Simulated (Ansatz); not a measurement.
# LiH (Fm-3m) in Ansatz: further runs

Runs on LiH. Level: LDA. Tasks: single point, equation of state.

Everything below comes from runs of Ansatz 0.2.0. Logs are shortened: lines on timing, memory, paths and dates and some standing lists are left out, and cuts for length are marked.

**1. Starting point**

The structure is cubic, space group Fm-3m (No. 225). Conventional cell: a = 4.074 Å, b = 4.074 Å, c = 4.074 Å, α = 90.00°, β = 90.00°, γ = 90.00°. Around Li (site symmetry m-3m) lie 6 H at 2.04 Å. H (site symmetry m-3m) has 6 Li at 2.04 Å as nearest neighbours.

**2. Single point, LDA, 7.94 Å³/atom (volume scaled by 0.94)**

input.yaml

```yaml
crystal:
  lattice:
    - [0.0, 1.9951720069, 1.9951720069]
    - [1.9951720069, 0.0, 1.9951720069]
    - [1.9951720069, 1.9951720069, 0.0]
  atoms:
    - { symbol: Li, position: [0.0, 0.0, 0.0] }
    - { symbol: H, position: [0.5, 0.5, 0.5] }
kpoints:
  mp_grid: { grid: [11, 11, 11] }
scf:
  occupations: { method: fermi_dirac, width: 0.05 }
hamiltonian:
  xc: lda
  pseudopotentials: { kind: all_electron, lapw: { basis_error: 0.001 } }
output:
  forces: true
  stress: true
  eigenvalues: true
```

Potentials or basis: all-electron LAPW, scalar-relativistic.

Run with:

```
> ansatz run input.yaml --threads 1 --pin off --max-ram 3072MiB --backend cpu --events-out ev --progress --plain --runs-dir out
```

The program printed:

```text
Warning: RAYON_NUM_THREADS=1 ignored (pool sized by the plan → 1); use --threads N
LAPW: plane waves up to 6.909 Å⁻¹, error target 1.0e-3 eV per atom; small_component_spin mean_spin; H in spheres of 0.918 Å, 1 of its electrons in bands, Dirac shells []; Li in spheres of 1.077 Å, 3 of its electrons in bands, Dirac shells [] (how accurate: hamiltonian.pseudopotentials.lapw.basis_error, Limitations)
Engine: ansatz 0.2.0, aarch64-unknown-linux-gnu
Pseudopotentials: kind: all_electron
Pseudopotential: Li, LAPW, valence charge 3, lapw/all_electron/scalar/gaussian/Li, Koelling and Harmon's equation, gaussian nucleus
Pseudopotential: H, LAPW, valence charge 1, lapw/all_electron/scalar/gaussian/H, Koelling and Harmon's equation, gaussian nucleus
Functional definition: SPW92
  exchange = slater_x
  correlation = pw_c
Crystal: 2 atoms, lattice volume = 15.884 Å³
Basis set: ecut = 181.89116969092103 eV, 89 PW (Γ), exchange–correlation at level 2
Bands: 6, of which v1, the nominal top of the filled ones, is band 2 counted from 1 (1 counted from 0)
Symmetry: 48 space group operations
Space group: Fm-3m (ITA 225), of the structure as read, at distance tolerance 2.5e-5 Å
k-points: 56 of 1331
Non-local potential: Li, projectors of the file, none
Non-local potential: H, projectors of the file, none
Initial density: superposition of atomic densities (chi_scale 0.1, normalization cell, long waves kept (reshape's long-wave potential 0.00 eV rms))
Initial wavefunctions: plane waves of lowest kinetic energy (no species holds an atomic orbital)
Functional: x = slater, c = lda
iter 1 solved again at ethr=8.65e-3 eV; its pass at ethr=1.00e-1 eV (dr2=3.46e-1 eV) is discarded
SCF iter   1: F=—  HF=-218.460230 eV  |F-HF|=—  |Δ(HF+E_count)|=         —  Δρ=4.66e-2  dr2=3.46e-1  ethr=8.65e-3  ⟨swp⟩=2.0  Hψ=2662  notcnv=0
preconditioner: auto → none  [insulator: Δε(μ)=3.709 eV  Ē_g=14.578 eV  σ=0.050 eV  W_gap=1.00  n_scr=0 (ndim 8)  ℏωp=13.2 eV  f_vac=0.000  D(μ)=0.00/eV (n_scr^D=0)  ε∞_Penn≈1.8]
SCF iter   2: F=—  HF=-218.234871 eV  |F-HF|=—  |Δ(HF+E_count)|=   2.25e-1  Δρ=1.53e-2  dr2=3.78e-2  ethr=8.65e-3  ⟨swp⟩=2.0  Hψ=1008  notcnv=0
iter 3 solved again at ethr=1.59e-6 eV; its pass at ethr=9.45e-4 eV (dr2=6.35e-5 eV) is discarded
SCF iter   3: F=—  HF=-218.213099 eV  |F-HF|=—  |Δ(HF+E_count)|=   2.18e-2  Δρ=7.43e-4  dr2=6.33e-5  ethr=1.59e-6  ⟨swp⟩=2.1  Hψ=1690  notcnv=0
SCF iter   4: F=—  HF=-218.213183 eV  |F-HF|=—  |Δ(HF+E_count)|=   8.43e-5  Δρ=1.33e-4  dr2=2.88e-6  ethr=1.58e-6  ⟨swp⟩=2.0  Hψ=784  notcnv=0
SCF iter   5: F=-218.213183 eV  HF=-218.213183 eV  |F-HF|=4.28e-10  |Δ(HF+E_count)|=   8.26e-7  Δρ=1.53e-6  dr2=2.29e-10  ethr=7.19e-8  ⟨swp⟩=2.0  Hψ=784  notcnv=0
SCF 1 converged in 5 iterations: F = -218.213183 eV  dr2 = 2.29e-10
SCF converged after 5 iterations
Free energy (F): -218.213183 eV
Harris-Foulkes:  -218.213183 eV  (|F-HF|=4.28e-10)
Internal energy: -218.213183 eV  (E = F + TS)
E sigma→0 (E₀):  -218.213183 eV
Fermi energy:    2.006596 eV
--- Per-component energies (eV) ---
  E_band       = -89.138086
  E_kinetic    = 213.880176
  E_xc         = -57.530070
  E_electrostatic = -374.563289  (all electrons and nuclei)
  E_smearing   = -0.000000  (= −TS)
  E_closure    = 0.000000  (closes the sum)
  E_atoms      = -211.733777  (free atoms, spherical and without spin; not in F)
  Σ components = -218.213183   (vs F -218.213183, Δ=0.00e0)
  Basis errors (estimates in eV, not in F): energy 3.2e-4 per atom: plane waves 3.1e-4 (1.6e-4 summed), levels above the bands 1.6e-138, relativity 5.6e-10, radial functions 7.1e-6, core shells 0.0e0; eigenvalues (radial functions only) 4.3e-4; not estimated: angular momenta, meshes, grids; target (lapw.basis_error) 1.0e-3; muffin-tin radii H 0.918 Å, Li 1.077 Å
--- Forces (eV/Å), atoms counted from 1 ---
  atom   1  Li    -0.00000000     0.00000000    -0.00000000
  atom   2  H      0.00000000    -0.00000000     0.00000000
  max |Σ_I F_I| component: 1.23e-31 eV/Å
--- Stress (GPa, compression-positive) ---
       -2.247947       0.000000       0.000000
        0.000000      -2.247947      -0.000000
        0.000000      -0.000000      -2.247947
  P = ⅓ Tr σ = -2.2479 GPa (-22.479 kbar)
--- Band table (eV; the first three rows and the last of 56) ---
  k-point 0: bands = ["-42.7964", "-4.9544", "16.9579", "18.1920", "18.1920", "18.1920"]
  k-point 1: bands = ["-42.7921", "-4.8095", "15.5095", "17.5472", "17.8651", "17.8651"]
  k-point 2: bands = ["-42.7803", "-4.3826", "12.4739", "16.4863", "17.2846", "17.2846"]
  k-point 55: bands = ["-42.7249", "0.2331", "5.2387", "6.1933", "12.3260", "17.8563"]
```

It took 1.5 s on 1 thread of Arm Neoverse V1, shared host; peak memory 0.19 GiB.

What came out:

```
Free energy            : -218.2132 eV
Pressure               : -2.2 GPa
Band gap on the k mesh : 2.81 eV, direct
```

Caveat: an odd mesh through Γ misses points on the zone boundary, where band edges often lie.

**3. Single point, LDA, 8.11 Å³/atom (volume scaled by 0.96)**

input.yaml, as its differences from that of step 2:

```diff
@@ -2,5 +2,5 @@
   lattice:
-    - [0.0, 1.9951720069, 1.9951720069]
-    - [1.9951720069, 0.0, 1.9951720069]
-    - [1.9951720069, 1.9951720069, 0.0]
+    - [0.0, 2.009222977, 2.009222977]
+    - [2.009222977, 0.0, 2.009222977]
+    - [2.009222977, 2.009222977, 0.0]
   atoms:
```

Potentials or basis: all-electron LAPW, scalar-relativistic.

Run with:

```
> ansatz run input.yaml --threads 1 --pin off --max-ram 3072MiB --backend cpu --events-out ev --progress --plain --runs-dir out
```

Run time: 1.5 s. Hardware: 1 thread of Arm Neoverse V1, shared host; peak memory 0.19 GiB.

It converged, with:

```yaml
Free_energy: -218.2077 eV
Pressure: -2.9 GPa
Band_gap_on_the_k_mesh: 2.82 eV, direct
```

Caveat: an odd mesh through Γ misses points on the zone boundary, where band edges often lie.

**4. Single point, LDA, 8.28 Å³/atom (volume scaled by 0.98)**

input.yaml, as its differences from that of step 3:

```diff
@@ -2,5 +2,5 @@
   lattice:
-    - [0.0, 2.009222977, 2.009222977]
-    - [2.009222977, 0.0, 2.009222977]
-    - [2.009222977, 2.009222977, 0.0]
+    - [0.0, 2.023080125, 2.023080125]
+    - [2.023080125, 0.0, 2.023080125]
+    - [2.023080125, 2.023080125, 0.0]
   atoms:
```

Run with:

```
> ansatz run input.yaml --threads 1 --pin off --max-ram 3072MiB --backend cpu --events-out ev --progress --plain --runs-dir out
```

Wall time 1.6 s (1 thread of Arm Neoverse V1, shared host); peak memory 0.19 GiB.

Results (log left out):

| Quantity | Value |
| --- | --- |
| Free energy | -218.2009 eV |
| Pressure | -3.5 GPa |
| Band gap on the k mesh | 2.84 eV, direct |

Caveat: an odd mesh through Γ misses points on the zone boundary, where band edges often lie.

**5. Single point, LDA, 8.45 Å³/atom**

input.yaml, as its differences from that of step 4:

```diff
@@ -2,5 +2,5 @@
   lattice:
-    - [0.0, 2.023080125, 2.023080125]
-    - [2.023080125, 0.0, 2.023080125]
-    - [2.023080125, 2.023080125, 0.0]
+    - [0.0, 2.03675, 2.03675]
+    - [2.03675, 0.0, 2.03675]
+    - [2.03675, 2.03675, 0.0]
   atoms:
```

Run with:

```
> ansatz run input.yaml --threads 1 --pin off --max-ram 3072MiB --backend cpu --events-out ev --progress --plain --runs-dir out
```

Wall time 1.6 s (1 thread of Arm Neoverse V1, shared host); peak memory 0.19 GiB.

The run converged. Its results:

* Free energy: -218.1929 eV
* Pressure: -4.1 GPa
* Band gap on the k mesh: 2.85 eV, direct

Caveat: an odd mesh through Γ misses points on the zone boundary, where band edges often lie.

**6. Single point, LDA, 8.62 Å³/atom (volume scaled by 1.02)**

input.yaml, as its differences from that of step 5:

```diff
@@ -2,5 +2,5 @@
   lattice:
-    - [0.0, 2.03675, 2.03675]
-    - [2.03675, 0.0, 2.03675]
-    - [2.03675, 2.03675, 0.0]
+    - [0.0, 2.0502388037, 2.0502388037]
+    - [2.0502388037, 0.0, 2.0502388037]
+    - [2.0502388037, 2.0502388037, 0.0]
   atoms:
```

Potentials or basis: all-electron LAPW, scalar-relativistic.

Run with:

```
> ansatz run input.yaml --threads 1 --pin off --max-ram 3072MiB --backend cpu --events-out ev --progress --plain --runs-dir out
```

It took 1.5 s on 1 thread of Arm Neoverse V1, shared host; peak memory 0.19 GiB.

It converged, with:

```yaml
Free_energy: -218.1838 eV
Pressure: -4.6 GPa
Band_gap_on_the_k_mesh: 2.86 eV, direct
```

Caveat: an odd mesh through Γ misses points on the zone boundary, where band edges often lie.

**7. Single point, LDA, 8.79 Å³/atom (volume scaled by 1.04)**

input.yaml, as its differences from that of step 6:

```diff
@@ -2,5 +2,5 @@
   lattice:
-    - [0.0, 2.0502388037, 2.0502388037]
-    - [2.0502388037, 0.0, 2.0502388037]
-    - [2.0502388037, 2.0502388037, 0.0]
+    - [0.0, 2.0635524157, 2.0635524157]
+    - [2.0635524157, 0.0, 2.0635524157]
+    - [2.0635524157, 2.0635524157, 0.0]
   atoms:
```

Run with:

```
> ansatz run input.yaml --threads 1 --pin off --max-ram 3072MiB --backend cpu --events-out ev --progress --plain --runs-dir out
```

It took 1.6 s on 1 thread of Arm Neoverse V1, shared host; peak memory 0.19 GiB.

The run converged. Its results:

```yaml
Free_energy: -218.1737 eV
Pressure: -5.0 GPa
Band_gap_on_the_k_mesh: 2.87 eV, direct
```

Caveat: an odd mesh through Γ misses points on the zone boundary, where band edges often lie.

**8. Single point, LDA, 8.96 Å³/atom (volume scaled by 1.06)**

input.yaml, as its differences from that of step 7:

```diff
@@ -2,5 +2,5 @@
   lattice:
-    - [0.0, 2.0635524157, 2.0635524157]
-    - [2.0635524157, 0.0, 2.0635524157]
-    - [2.0635524157, 2.0635524157, 0.0]
+    - [0.0, 2.0766964161, 2.0766964161]
+    - [2.0766964161, 0.0, 2.0766964161]
+    - [2.0766964161, 2.0766964161, 0.0]
   atoms:
```

Run with:

```
> ansatz run input.yaml --threads 1 --pin off --max-ram 3072MiB --backend cpu --events-out ev --progress --plain --runs-dir out
```

Wall time 1.6 s (1 thread of Arm Neoverse V1, shared host); peak memory 0.19 GiB.

The run converged. Its results:

```yaml
Free_energy: -218.1626 eV
Pressure: -5.4 GPa
Band_gap_on_the_k_mesh: 2.88 eV, direct
```

Caveat: an odd mesh through Γ misses points on the zone boundary, where band edges often lie.

**9. Equation of state, LDA**

Potentials or basis: all-electron LAPW, scalar-relativistic.

This step only gathers the single runs of the series.

Results:

```yaml
Equilibrium_volume: "7.47 Å³/atom (rough: see the caveat)"
Bulk_modulus: 40 GPa (rough)
```

Energy against volume, from the lowest point:
```tsv
volume (Å³/atom)	energy (meV/atom)
7.942	0.00
8.111	2.73
8.280	6.13
8.449	10.14
8.618	14.69
8.787	19.76
8.956	25.27
```

Caveat: the minimum lies outside the volumes run.

**10. For comparison**

An earlier run on the cell as given: functional PBE; potentials or basis all-electron LAPW, scalar-relativistic; cutoff 176 eV (chosen from the basis error); basis error allowed 0.001 eV/atom; k mesh 11 × 11 × 11; occupations fermi-dirac, width 0.05 eV; no spin polarisation.

- Pressure: -1.7 GPa
- Band gap on the k mesh: 3.20 eV, direct
- Loewdin charges: Li +0.61; H -0.56 e
